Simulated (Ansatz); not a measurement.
**MnO under changes of volume**

One of the cells (10.999 Å³/atom); the others are scaled copies at fixed shape and fractional positions:

```
Mn O
1.0
     0.00000    2.22391    2.22391
     2.22391    0.00000    2.22391
     2.22391    2.22391    0.00000
Mn O
1 1
Direct
  0.00000 0.00000 0.00000
  0.50000 0.50000 0.50000
```

The cell is a database's computed one.

```yaml
Program: Ansatz 0.2.0
Functional: LDA
Potentials_or_basis: all-electron LAPW, scalar-relativistic
Cutoff: 324 eV (chosen from the basis error)
Basis_error_allowed: 0.001 eV/atom
k_mesh: 10 × 10 × 10
Occupations: fermi-dirac, width 0.05 eV
Spin: collinear spin, ferromagnetic start
Starting_moments: "[4.0, 0.0] μB"
```

```tsv
volume (Å³/atom)	energy over the lowest point (meV/atom)	pressure (GPa)	moment (μB per cell)
10.339	0.00	-12.4	4.36
10.559	18.35	-13.9	4.45
10.779	38.37	-15.2	4.53
10.999	60.22	-16.6	4.60
11.219	83.84	-17.7	4.67
11.439	108.43	-18.5	4.74
11.659	?	?	?
```

What does the run at 11.659 Å³/atom give?

Energy over the lowest point 134.10 meV/atom; pressure -19.7 GPa; moment 4.79 μB per cell.

Worked out: A Birch-Murnaghan fit of order 3 (a polynomial in V^(-2/3)) to the other rows has no minimum within the range. It gives 134.42 meV/atom at 11.659 Å³/atom, against the run's 134.10, and -dE/dV = -19.3 GPa, against -19.7. A parabola through the other rows of the moment, of slope 0.262 μB per Å³/atom there, extrapolates to 4.80 μB, against the run's 4.79.

Energies are extrapolated to zero smearing.

Caveats: a cell with one magnetic atom can't hold antiferromagnetic order, which such compounds often take.
